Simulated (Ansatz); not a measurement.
**A film clamped to a substrate in Na**

These are results of Ansatz, DFT PBE, scalar-relativistic, plane waves, PAW, not measurements. The runs took a 420 eV cutoff, a Γ-centred 16×16×16 mesh and Gaussian smearing (0.15 eV). No spin polarisation. Energies are free energies at this smearing, counted from the undisturbed cell; pressure is positive in compression.

The undisturbed cell (as given, not relaxed at this level; it stands at -0.2 GPa):

```xyz
1
Lattice="-2.1175 2.1175 2.1175 2.1175 -2.1175 2.1175 2.1175 2.1175 -2.1175" Properties=species:S:1:pos:R:3 pbc="T T T"
Na    0.0000    0.0000    0.0000
```

The cell (1 atom, V0 = 37.98 Å³) is strained by p along both x and y and by q along z, fractional coordinates fixed. τp = (1/V0) ∂E/∂p = (σxx + σyy)(1 + p)(1 + q) and τq = (1/V0) ∂E/∂q = σzz(1 + p)², with tension positive.

| p | q | ΔE (meV/atom) | τp (GPa) | τq (GPa) |
| --- | --- | --- | --- | --- |
| 0.000 | 0.000 | 0.00 | 0.40 | 0.20 |
| -0.025 | 0.000 | -0.09 | -0.39 | -0.16 |
| 0.025 | 0.000 | 4.46 | 1.09 | 0.51 |
| 0.000 | -0.025 | -0.56 | 0.06 | -0.02 |
| 0.000 | 0.025 | 1.75 | 0.73 | 0.38 |

Question: Get the second derivatives of the energy density.

Answer: Central differences give A = ∂τp/∂p = 29.6 GPa (C11 + C22 + 2 C12), C = ∂τq/∂q = 8.0 GPa (C33) and the cross term B = ∂τq/∂p = 13.5 GPa (C13 + C23); ∂τp/∂q = 13.5 GPa must equal B, and any difference shows higher-order terms. The ions are clamped. In a cubic crystal C11 = C = 8.0, C12 = B/2 = 6.8 GPa and A should be 2(C11 + C12) = 29.6 GPa; the bulk modulus is (C11 + 2 C12)/3 = 7.2 GPa.

Question: A film of this crystal grows with z along the normal on a substrate that imposes p. How does its thickness respond, and what does the misfit cost?

Answer: Count p and q from the stress-free cell. A free surface needs τq = 0, so q = −(B/C) p = -1.68 p. The energy density left is (A − B²/C) p²/2 = M p², with the biaxial modulus M = 3.4 GPa (a small difference of large numbers, so errors of a few per cent in A, B and C become tens of per cent in M); a misfit of 1 % costs 0.08 meV/atom, against 0.35 meV/atom if the thickness were held.

In a metal these slopes depend on the k mesh and the smearing.